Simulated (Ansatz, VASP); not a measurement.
# Cross-check of Zn35CuHO36 (Cu-H pair in ZnO) between VASP and Ansatz, part 2 of 2

Wanted: the spread between two codes on one cell, functional and k mesh. The cell is taken from a series of runs on this material, whose earlier steps may have relaxed, scaled, displaced or heated it; both programs get it as it stands.

VASP 6.6.1 and Ansatz 0.2.0.

So far: The structure; Ansatz: single point, r2SCAN.

## Step 3: VASP: single point, r2SCAN

Level of this step: r2SCAN, no spin polarisation; plane waves and PAW (Zn, O, Cu, H) (VASP).

The same cell, functional, mesh and smearing now go to VASP, with its own data sets.

Lines of VASP's logs that name or quote its potential files are left out, and so is its time.

Input file INCAR:

```
SYSTEM = Zn35CuHO36
PREC = Accurate
ENCUT = 580
EDIFF = 1E-06
NELM = 120
ISMEAR = -1
SIGMA = 0.01
LREAL = Auto
ALGO = Normal
METAGGA = R2SCAN
LASPH = .TRUE.
NBANDS = 376
LORBIT = 11
LWAVE = .FALSE.
LCHARG = .FALSE.
ISIF = 2
ISYM = 0
GGA_COMPAT = .FALSE.
EFERMI = MIDGAP
LMIXTAU = .TRUE.
NCORE = 2
```

Input file POSCAR:

```
Zn35CuHO36
1.0
    9.7058587875      0.0000000000      0.0000000000
   -4.8529293937      8.4055202755      0.0000000000
    0.0000000000      0.0000000000     10.4220577937
Zn O Cu H
35 36 1 1
Direct
    0.1098473161      0.2224716493      0.2496887061
    0.2189356764      0.1098406583      0.9984165655
    0.1092953665      0.2240304696      0.7502288438
    0.2097856905      0.1049452109      0.5026331619
    0.1104842103      0.5544584941      0.2513244497
    0.2207947183      0.4444015789      0.0024645692
    0.1097108817      0.5568002530      0.7497083844
    0.2292099705      0.4462412631      0.4996880311
    0.1088996775      0.8864495835      0.2491064950
    0.2218643181      0.7770288413      0.0004394084
    0.1112801998      0.8892003062      0.7504777323
    0.2225885001      0.7752324241      0.4993178835
    0.4416912983      0.2187018405      0.2347960011
    0.5556983294      0.1095779032      0.9984912752
    0.4411262611      0.2207532592      0.7515878415
    0.5594258966      0.1047061760      0.5018078275
    0.4455595696      0.5529623800      0.2549496868
    0.5536797951      0.4450292895      0.9953132025
    0.4376572717      0.5601833138      0.7531261639
    0.4435294404      0.8857646129      0.2502470870
    0.5554942858      0.7781697158      0.0020497513
    0.4433029626      0.8898121377      0.7500574332
    0.5557307460      0.7721552542      0.4990014858
    0.7772843633      0.2229259866      0.2490569468
    0.8879204118      0.1110715932      0.9998784117
    0.7770833242      0.2240921721      0.7494892969
    0.8887598995      0.1137641670      0.4997525997
    0.7752528750      0.5551221838      0.2429177250
    0.8893491098      0.4441548905      0.9995695696
    0.7794361360      0.5581311030      0.7533004006
    0.8897813800      0.4463738888      0.4996235787
    0.7772287843      0.8892742692      0.2501061173
    0.8886871131      0.7794857093      0.9989463508
    0.7763594279      0.8901607917      0.7494123310
    0.8922249252      0.7830548564      0.4995879895
    0.2175078648      0.1083571040      0.1882260493
    0.1103928033      0.2227275767      0.4396014837
    0.2201067776      0.1115717798      0.6902458644
    0.1099149435      0.2227961795      0.9397179292
    0.2226615044      0.4443334786      0.1913642533
    0.1123125875      0.5536864797      0.4406738192
    0.2186435964      0.4447234783      0.6897617283
    0.1108418592      0.5556912224      0.9394589046
    0.2215537763      0.7767745508      0.1901087914
    0.1130992823      0.8882831760      0.4389154864
    0.2218960860      0.7788496560      0.6892438733
    0.1108465335      0.8880564505      0.9395236758
    0.5553427605      0.1077845198      0.1885876675
    0.4322328430      0.2020585727      0.4304272689
    0.5539556920      0.1125752765      0.6895910486
    0.4423629377      0.2196885511      0.9419653860
    0.5532097601      0.4415918226      0.1859935507
    0.4477659603      0.5525741330      0.4415539625
    0.5477457285      0.4453219961      0.7088555567
    0.4418641440      0.5570824282      0.9424898551
    0.5552189612      0.7756752145      0.1910709849
    0.4450347491      0.8864407422      0.4399801572
    0.5547612601      0.7803453626      0.6896293042
    0.4435739297      0.8879566413      0.9395219616
    0.8878925471      0.1113584024      0.1895022639
    0.7771973424      0.2240450802      0.4390979813
    0.8874536119      0.1124562367      0.6894032900
    0.7772347782      0.2223276706      0.9388896277
    0.8892447119      0.4439492328      0.1885870614
    0.7937258724      0.5662167388      0.4286925910
    0.8880659659      0.4458489813      0.6900177999
    0.7785196939      0.5563656163      0.9420091724
    0.8883021924      0.7794126030      0.1877865288
    0.7794331683      0.8924021743      0.4398200686
    0.8901009498      0.7810367440      0.6905611227
    0.7766787641      0.8894727247      0.9391866299
    0.6239001444      0.5083311697      0.5414946883
    0.4738484634      0.2884126740      0.4509112651
```

Input file KPOINTS:

```
Points of the shifted mesh
1
Reciprocal
 0.2500000000  0.2500000000  0.2500000000 1
```

Potentials, in the order of the species: Zn, O, Cu and H (PBE family, release 64).

Launch:

```bash
$ mpirun -np 8 vasp_std
```

Numbers of over 12 decimals in the logs are rounded to 6 here.

What it wrote:

```text
[banner, memory and clock lines left out]
running    8 mpi-ranks, on    1 nodes
[...]
|                                                                             |
|               ----> ADVICE to this user running VASP <----                  |
|                                                                             |
|     You enforced a specific xc type in the INCAR file but a different       |
|     [... a line on the potential file left out ...]
|     I HOPE YOU KNOW WHAT YOU ARE DOING!                                     |
|                                                                             |

 LDA part: xc-table for (None), standard interpolation
 POSCAR, INCAR and KPOINTS ok, starting setup
[...]
entering main loop
       N       E                     dE             d eps       ncg     rms          rms(c)
DAV:   1     0.102294441954E+05    0.10229E+05   -0.29804E+05   752   0.278E+03
DAV:   2     0.195903433066E+04   -0.82704E+04   -0.79228E+04   752   0.791E+02
DAV:   3    -0.437908886789E+03   -0.23969E+04   -0.22684E+04   752   0.324E+02
DAV:   4    -0.820476375054E+03   -0.38257E+03   -0.37328E+03   848   0.132E+02
[...]
DAV:  24    -0.655446756112E+03   -0.30913E-05   -0.14742E-06   472   0.661E-03    0.573E-03
DAV:  25    -0.655446758386E+03   -0.22740E-05   -0.24834E-06   472   0.114E-02    0.290E-03
DAV:  26    -0.655446757916E+03    0.47067E-06   -0.64180E-07   424   0.417E-03
   1 F= -.65544676E+03 E0= -.65544676E+03  d E =0.000000E+00
```

OUTCAR, selected parts (step 3):

```text
  FREE ENERGIE OF THE ION-ELECTRON SYSTEM (eV)
  ---------------------------------------------------
  free  energy   TOTEN  =      -655.4467579155 eV

  energy  without entropy=     -655.4467579155  energy(sigma->0) =     -655.44675792

[... 1 further part left out ...]
```

This run has no spin polarisation, so a moment on Cu, if there is one, isn't seen.

## Step 4: Differences

Known differences besides the potentials themselves: VASP keeps PBE cores, Ansatz makes them for the functional; the data sets hold 656 valence electrons in Ansatz (on its default PAW (the set named soft_2) files) and 648 in VASP; the cutoff is 500 eV in Ansatz and 580 eV in VASP (PREC = Accurate, projectors in real space). Total energies have different zeros and are not compared.

The two programs side by side:

```
              quantity  Ansatz   VASP  difference
gap on the k mesh (eV)   1.441  1.462      -0.021
```

Forces on 8 of the 73 atoms, those with the largest forces and the largest differences (eV/Å; atoms numbered as in POSCAR):

```
atom          Ansatz x, y, z            VASP x, y, z
 Zn4   -0.094, -0.081, 0.033   -0.083, -0.080, 0.010
Zn13   0.001, -0.011, -0.131   0.007, -0.027, -0.116
Zn16    0.088, -0.070, 0.029    0.064, -0.065, 0.019
Zn30   -0.031, 0.000, -0.057   -0.034, 0.003, -0.086
 O49  0.481, -21.769, -6.397  0.529, -23.957, -7.039
 O65   0.024, -0.021, -0.060   0.056, -0.023, -0.094
Cu72     0.037, 0.019, 0.037   -0.033, 0.001, -0.006
 H73   -0.482, 21.911, 6.436   -0.527, 24.169, 7.095
```

The forces differ by 222 meV/Å r.m.s., which is 9.3 % of the r.m.s. force of 2.397 eV/Å (both taken over all components). A gap on the mesh is an upper bound, since the band edges may lie between its points.

## Step 5: What came out

| Item | Value |
| --- | --- |
| r.m.s. force difference (single point, r2SCAN) | 9.3 % of the r.m.s. force |

**Reading.** The r.m.s. force difference is 9.3 % of the r.m.s. force (single point, r2SCAN), beyond the 3 % picked in this series as the mark of a large difference. The data sets hold unlike numbers of valence electrons (656 in Ansatz and 648 in VASP), so part of the differences comes from the potentials. What causes the difference of the single point, r2SCAN pair stays open here. Such differences can come from data sets, numerical settings and the points named under the comparisons, not from the functional's error against experiment.

[Lines on the potential files, build, host, timing and source positions are cut from VASP's logs without a mark.]

[Logs are printed without paths, hosts, clocks, repeated set-up lines and the standing remarks that a program may print on its own settings, such as how far it seeks lower states.]

[Hosts, paths, dates, database ids (printed as entryN), source tags and the programs' standing remarks are cut or masked in the printed files.]
